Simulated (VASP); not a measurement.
A run of VASP 6.6.1:

File INCAR:

```
SYSTEM = Si2Mo
PREC = Accurate
ENCUT = 520
EDIFF = 1E-6
ISMEAR = -1
SIGMA = 0.05
LREAL = .FALSE.
LASPH = .TRUE.
NELM = 60
ALGO = Normal
ISIF = 2
LWAVE = .FALSE.
LCHARG = .FALSE.
LDIPOL = .TRUE.
IDIPOL = 3
DIPOL = 0.5 0.5 0.500
GGA = RE
IBRION = 2
NSW = 40
EDIFFG = -0.01
```

The input KPOINTS:

```
regular mesh
0
G
  6 6 1
  0 0 0
```

Contents of POSCAR:

```
Si2Mo
1.0
    3.2000000000      0.0000000000      0.0000000000
    0.0000000000      3.2000000000      0.0000000000
    0.0000000000      0.0000000000     25.4865740000
Si Mo
6 3
Selective dynamics
Direct
    0.0000000000      0.0000000000      0.2942725845  F F F
    0.0000000000      0.0000000000      0.3972905107  F F F
    0.5000000000      0.5000000000      0.4484910369  F F F
    0.5000000000      0.5000000000      0.5515089631  T T T
    0.0000000000      0.0000000000      0.6027094893  T T T
    0.0000000000      0.0000000000      0.7057274155  T T T
    0.5000000000      0.5000000000      0.3457815476  F F F
    0.0000000000      0.0000000000      0.5000000000  T T T
    0.5000000000      0.5000000000      0.6542184524  T T T
```

Potentials or basis: VASP PAW PBE potentials, release 64 (Si, Mo_sv).

Launch:

```sh
$ cat potpaw_PBE.64/Si/POTCAR potpaw_PBE.64/Mo_sv/POTCAR > POTCAR
$ mpirun -np 1 vasp_std > vasp.out
```

Hardware: 1 thread of Intel(R) Xeon(R) 6975P-C (Granite Rapids), on a shared host.

Q: How long does it take, and how much memory?

A: It took 3.7 min on 1 thread of Intel(R) Xeon(R) 6975P-C (Granite Rapids) (shared host), peak memory 0.37 GiB. Counts: scf iterations 70, k points 10, ion steps 6.
